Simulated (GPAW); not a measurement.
**free-standing square Nb monolayer, spacing 3.288 A: one coupling from two orders, and a test**

Aim: get Heisenberg couplings of free-standing square Nb monolayer, spacing 3.288 A from the energies of collinear orders, with pencil and paper, and test them on an order left out of the fit.

Method: LDA; plane waves with GPAW's PAW setups, scalar-relativistic, in GPAW 26.7.0.

## (1) The starting structure

The cell holds 1 atom: 1 Nb. Its edges and angles: a = 3.288 Å, b = 3.288 Å, c = 14.000 Å, α = 90.0°, β = 90.0°, γ = 90.0°. model lattice. Vacuum lies along c.

Structure file:

```
Nb
1.0
     3.28800    0.00000    0.00000
     0.00000    3.28800    0.00000
     0.00000    0.00000   14.00000
Nb
1
Cartesian
  0.0000 0.0000 7.0000
```

## (2) The parallel order

All energies count from this run.

The input, order1.py:

```python
import json
import numpy as np
from ase import Atoms
from ase.parallel import paropen, parprint
from gpaw import GPAW

atoms = Atoms(['Nb'],
    cell=[[3.288, 0.0, 0.0],
         [0.0, 3.288, 0.0],
         [0.0, 0.0, 14.0]],
    scaled_positions=[[0.0, 0.0, 0.5]],
    pbc=True,
    magmoms=[1.0])
atoms.calc = GPAW(mode={'name': 'pw', 'ecut': 550},
    xc='LDA',
    kpts={'size': (8, 8, 1), 'gamma': True},
    occupations={'name': 'fermi-dirac', 'width': 0.05},
    convergence={'density': 1e-05, 'energy': 1e-05},
    maxiter=200,
    symmetry={'tolerance': 1e-4},
    txt='order1.txt')
e = atoms.get_potential_energy(force_consistent=True)
res = {'free_energy': e, 'energy_sigma0': atoms.get_potential_energy(), 'fermi_energy': atoms.calc.get_fermi_level()}
res['moments'] = atoms.get_magnetic_moments().tolist()
res['total'] = atoms.get_magnetic_moment()
parprint('site moments (muB):', np.round(res['moments'], 3))
parprint(f"total moment: {res['total']:.3f} muB")
parprint(f'free energy: {e:.6f} eV')
atoms.calc.write('order1.gpw')
n = atoms.calc.get_pseudo_density()
up, down = (atoms.calc.get_pseudo_density(spin=i) for i in (0, 1))
np.savez('grids.npz', density=n, spin=up - down)
with paropen('results.json', 'w') as f:
    json.dump(res, f)
```

On the command line:

```sh
> OMP_NUM_THREADS=1 python3 order1.py > order1.log
```

The program printed:

```text
site moments (muB): [1.606]
total moment: 2.701 muB
free energy: -6.218368 eV

--- order1.txt ---
Input parameters:
  mode=PW(ecut=550),
  convergence={'density': 1e-05, 'energy': 1e-05},
  kpts=MonkhorstPack(size=(8, 8, 1), gamma=True),
  maxiter=200,
  occupations=Occupations(name='fermi-dirac', width=0.05),
  symmetry=Symmetry(tolerance=0.0001),
  xc=XC(name='LDA')

Diagonalizing LCAO Hamiltonian
[...]
|          3 |       -33.997 |     1.000 |       -32.916 |     1.000 |
|          4 |        -5.994 |     1.000 |        -5.051 |     1.000 |
[...]
|          9 |        -1.578 |     0.000 |        -0.044 |     0.000 |
|         10 |        -0.502 |     0.000 |         0.537 |     0.000 |
|         11 |         1.638 |     0.000 |         1.846 |     0.000 |
|         12 |         2.680 |     0.000 |         2.926 |     0.000 |

No gap
No difference between direct/indirect transitions


[key lines of the parts left out:]
Free energy:      -6.218368
Converged in 40 steps
dipole moment: (-12.013219, -12.013219, 0.000001)  # |e|*Ang
Fermi level: -2.389
```

The job ended after 46 s (1 MPI rank of Intel Xeon 6975P-C (Granite Rapids), shared host; peak memory 0.22 GiB).

Spin moment in the augmentation sphere by atom:

```
atom  spin moment in the augmentation sphere (μB)
 Nb1                                         1.61
```

Read from the output:

```
magnetization : 2.701 μB
final state   : ferromagnetic
```

After 40 cycles the largest moment stands at 1.61 μB.

## (3) The orders used for the fit

The other orders were run with the same settings, on meshes that hold the same points. Free energies (smearing 0.05 eV, its entropy term included) are divided by the number of Nb atoms; q is in fractions of the reciprocal vectors of the first run's cell.

```
            order  atoms   mesh  free energy (eV)  eV per Nb  largest moment (μB)
              F +      1  8×8×1           -6.2184    -6.2184                 1.61
AF q=(0,1/2,0) +-      2  8×4×1          -12.5390    -6.2695                 1.61
```

## (4) Counting neighbours

With E = −Σ J e_i·e_j over ordered pairs of unit vectors, turning a neighbour from parallel to opposed costs 2J a Nb atom. So an order lies 2 Σ n J over the parallel one, n being the opposed neighbours in each shell.

```
shell  distance (Å)  neighbours  opposed in AF q=(0,1/2,0) +-  opposed in AF q=(1/2,1/2,0) +-
   J1          3.29           4                             2                               4
   J2          4.65           4                             4                               0
```

Only J1 is kept.

## (5) Solving

```
2 × 2 × J1 = -51.14 meV    (AF q=(0,1/2,0) +-)
J1 = -12.78 meV
```

## (6) The test

The couplings now give the orders that were left out:

```
2 × 4 × (-12.78) = -102.24 meV    (AF q=(1/2,1/2,0) +-)
```

The runs themselves:

```
              order  atoms   mesh  free energy (eV)  eV per Nb  largest moment (μB)  over the parallel order (meV)  foretold (meV)
AF q=(1/2,1/2,0) +-      2  4×8×1          -12.4297    -6.2148                 1.39                          +3.52         -102.24
```

## (7) One more shell

The miss asks for the next shell, which takes one more order into the fit and leaves none for a test.

```
2 × 2 × J1 + 2 × 4 × J2 = -51.14 meV    (AF q=(0,1/2,0) +-)
2 × 4 × J1 = +3.52 meV    (AF q=(1/2,1/2,0) +-)
J1 = +0.44 meV
J2 = -6.61 meV
```

## (8) Summary of results

```yaml
j1_nb_nb_at_3p29_a: -12.8 meV
largest_miss_on_the_orders_left_out: 106 meV
j1_with_2_shells: 0.44 meV
j2_with_2_shells: -6.61 meV
```

The model misses the order left out by 106 meV, 193 % of the span of the orders, so it fails: these couplings alone don't describe the crystal. With the next shell added the couplings are J1 = +0.44 and J2 = -6.61 meV, untested. The first dropped shell that the test feels is J2 at 4.65 Å. The site moments spread by 14 % over the orders, so moments are not rigid and part of the miss lies outside a spin model. In a metal couplings reach far, and the mesh was not tested. The couplings are effective ones: further shells with opposed neighbours are folded into them or show in the miss. No mean-field temperature is given: it needs a model that holds, an unfrustrated order and couplings in all three dimensions.

[Logs and program files are shortened in this print: banners, set-up blocks, solver, clock and traceback lines can be left out without a mark of their own.]

[Logs are printed without paths, hosts, clocks, repeated set-up lines and the standing remarks that a program may print on its own settings, such as how far it seeks lower states.]

[Hosts, paths, dates, database ids (printed as entryN), source tags and the programs' standing remarks are cut or masked in the printed files.]

[Where a cell is said to come from a database of computed structures, the database is the Materials Project.]
